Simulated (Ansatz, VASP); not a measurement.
# S: VASP beside Ansatz

POSCAR

```
S
1.0
    0.0000000000      2.0201978120      2.0201978120
    2.0201978120      0.0000000000      2.0201978120
    2.0201978120      2.0201978120      0.0000000000
S
1
Direct
    0.0000000000      0.0000000000      0.0000000000
```

INCAR.step1

```
ALGO = Normal
EDIFF = 1E-4
ENCUT = 520
GGA = PE
ISMEAR = -1
LASPH = T
LCHARG = F
LREAL = F
LWAVE = T
NBANDS = 9
NELM = 60
PREC = Accurate
SIGMA = 0.03
```

INCAR.step2

```
ALGO = Normal
EDIFF = 1E-8
ENCUT = 520
ISIF = 2
ISMEAR = -1
ISTART = 1
LASPH = T
LCHARG = F
LEFG = T
LMIXTAU = T
LREAL = F
LWAVE = F
METAGGA = R2SCAN
NBANDS = 9
NELM = 60
PREC = Accurate
SIGMA = 0.03
```

File KPOINTS:

```
k-points
0
Gamma
  16 16 16
```

Input for Ansatz:

```yaml
crystal:
  lattice:
    - [0.0, 2.020197812, 2.020197812]
    - [2.020197812, 0.0, 2.020197812]
    - [2.020197812, 2.020197812, 0.0]
  atoms:
    - { symbol: S, position: [0.0, 0.0, 0.0] }
kpoints:
  mp_grid: { grid: [16, 16, 16] }
scf:
  occupations: { method: fermi_dirac, width: 0.03 }
hamiltonian:
  xc: r2scan
  pseudopotentials: { kind: paw }
output:
  forces: true
  stress: true
  eigenvalues: true
  efg: { contact_densities: true }
```

Change from the starting cell: functional r2scan, volume scaled by 1.04, PAW files.

Alike in both runs: task electric field gradients; functional r2SCAN; k mesh 16 × 16 × 16; occupations fermi-dirac, width 0.03 eV; no spin polarisation.

|  | VASP | Ansatz |
| --- | --- | --- |
| version | VASP 6.6.1 | Ansatz 0.2.0 |
| potentials or method | VASP PAW PBE potentials, release 64 (S) | PAW with Ansatz's default frozen-core files, scalar-relativistic |
| plane-wave cutoff (eV) | 520 | 500 |
| valence electrons in the cell | 6 | 6 |

|  | VASP | Ansatz | Ansatz less VASP |
| --- | --- | --- | --- |
| pressure (GPa) | -2.5 | -2.2 | +0.22 |
| Vzz of the field gradient on the site that differs most (V/Å²) | 0.0 | 0.0 | 0.00 |

The functional is the same, so the differences come from potentials, cutoffs and numerics.

Caveats: the PAW data sets were made with another functional, which shifts forces and pressure a little (VASP).
